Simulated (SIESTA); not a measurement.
# VO2 under changes of volume

One of the cells (10.308 Å³/atom); the others are scaled copies at fixed shape and fractional positions:

```
CELL_PARAMETERS angstrom
4.50720 0.00000 0.00000
0.00000 4.50720 0.00000
0.00000 0.00000 3.04445
ATOMIC_POSITIONS crystal
V 0.50000 0.50000 0.50000
V 0.00000 0.00000 0.00000
O 0.20036 0.79964 0.50000
O 0.79964 0.20036 0.50000
O 0.70036 0.70036 0.00000
O 0.29964 0.29964 0.00000
```

The cell is a database's computed one.

- Program: SIESTA 5.4.2
- Functional: PBE
- Potentials or basis: PseudoDojo 0.4 standard (PBE files)
- Basis: DZ (energy shift 0.01 Ry)
- Grid cutoff: 800 Ry
- Energy shift: 0.01 Ry
- k mesh: 4 × 4 × 6
- Occupations: fermi-dirac, width 0.05 eV
- Spin: collinear spin, ferromagnetic start
- Starting moments: [2.0, 2.0, 0.0, 0.0, 0.0, 0.0] μB

| volume (Å³/atom) | energy over the lowest point (meV/atom) | pressure (GPa) | largest force (eV/Å) |
| --- | --- | --- | --- |
| 9.689 | 0.00 | 2.5 | 0.307 |
| 9.896 | 0.51 | -3.0 | 0.331 |
| 10.102 | 7.93 | -8.3 | 0.330 |
| 10.308 | 21.62 | -12.9 | 0.338 |
| 10.514 | 40.86 | -16.9 | 0.347 |
| 10.720 | 65.13 | -20.7 | 0.347 |
| 10.926 | ? | ? | ? |

Problem. What does the run at 10.926 Å³/atom give?

Solution. Energy over the lowest point 93.93 meV/atom; pressure -24.0 GPa; largest force 0.354 eV/Å.

Worked out: A Birch-Murnaghan fit of order 3 (a polynomial in V^(-2/3)) to the other rows has its minimum at 9.78 Å³/atom with B0 = V·E''(V) = 272 GPa and B' = 4.1 at fixed shape and positions, which overstates the stiffness. It gives 93.90 meV/atom at 10.926 Å³/atom, against the run's 93.93, and -dE/dV = -24.0 GPa, against -24.0.

Energies are extrapolated to zero smearing.

Caveats: the basis has no polarisation orbitals; semicore shells carry a single zeta, which can move pressures by several GPa and volumes by a few percent; the basis of atomic orbitals isn't converged, which shifts pressures, moduli and gaps.
